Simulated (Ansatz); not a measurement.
Method: DFT PBE, scalar-relativistic, plane waves, PAW in Ansatz. Settings: cutoff 420 eV, Γ-centred meshes spaced at most about 0.3 Å⁻¹, and about 0.25 Å⁻¹ or finer for metals (2π included), Gaussian smearing. No spin polarisation.

These are static total energies at zero pressure.

Two forms of Sn3S5 were relaxed alike.

A.

```xyz
8
Lattice="7.0141 0.0000 0.0000 3.1252 6.3967 0.0000 3.1859 2.0527 6.1022" Properties=species:S:1:pos:R:3 pbc="T T T"
Sn    5.6020    4.9569    4.4966
Sn    6.8007    5.1756    1.3703
Sn    7.5783    2.5367    3.2832
S     8.2751    3.1822    0.7108
S     6.5257    2.6337    5.6227
S     5.1879    6.8600    2.8242
S     8.0975    5.0859    3.6604
S     5.2337    3.3667    2.4406
```

B.

```xyz
8
Lattice="3.7795 2.1821 5.6381 -3.7795 2.1821 5.6381 0.0000 -4.3642 5.6381" Properties=species:S:1:pos:R:3 pbc="T T T"
Sn    1.9526    0.0000    8.4572
Sn   -0.9763    1.6910    8.4572
Sn   -0.9763   -1.6910    8.4572
S    -3.0257    0.0000    8.4572
S     1.5128   -2.6203    8.4572
S     1.5128    2.6203    8.4572
S     0.0000    0.0000    6.6781
S     0.0000    0.0000   10.2363
```

Question: Which form is favoured at zero pressure, and by what margin per atom?

Answer: A is lower, by 21 meV/atom. The two are nearly one structure: a small distortion parts them. A has space group P1 (No. 1), 34.2 Å³/atom and a gap of 0.55 eV on its mesh; B has space group R32 (No. 155), 34.9 Å³/atom and no gap. Counting S atoms around Sn (those within 1.25 times the shortest such distance or 1.15 times the sum of covalent radii, 1.27 where that leaves under three), A and B both have Sn 5. Origin: A, invented, then shaken at random and relaxed again; B, invented.

The k mesh leaves some 4 meV/atom of noise in the energy of each metallic cell. Weakly bound directions are ill-defined at this level, which has no dispersion term (P1, R32), and this can change margins and order among such cells. Kohn–Sham gaps at this level usually fall short of measured ones. Cells relaxed within their symmetry can be saddle points.
